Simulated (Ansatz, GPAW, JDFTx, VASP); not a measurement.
**One calculation of CdTe, 4 ways**

```
Te Cd
1.0
     0.00000    3.20500    3.20500
     3.20500    0.00000    3.20500
     3.20500    3.20500    0.00000
Te Cd
1 1
Direct
  0.75000 0.75000 0.75000
  0.00000 0.00000 0.00000
```

Alike in all runs: task single point; functional PBEsol; k mesh 7 × 7 × 7; occupations gaussian, width 0.1 eV; no spin polarisation; no spin-orbit coupling. Pressure is positive in compression and, in plane waves, holds the error of the finite cutoff.

```csv
program and potentials,plane-wave cutoff (eV),notes,pressure (GPa)
"JDFTx, PseudoDojo-SR-PBEsol-0.4.1-standard with smoothed tails",1388,18 valence electrons an atom on average,1.72
"GPAW, PAW data sets generated for this functional",600,9 valence electrons an atom on average,1.26
"VASP, PBE PAW files Cd, Te, release 54, 520 eV",520,potentials made for PBE; 9 valence electrons an atom on average,1.86
"Ansatz, all-electron LAPW, scalar-relativistic",-,-,1.68
```

The pressure spans 1.26 (GPAW, PAW data sets generated for this functional) to 1.86 GPa (VASP, PBE PAW files Cd, Te, release 54, 520 eV), with all-electron results at 1.68.

The functional is the same throughout but for its coding, so the spread measures potentials, basis and numerics; runs on potential files found faulty are left out.
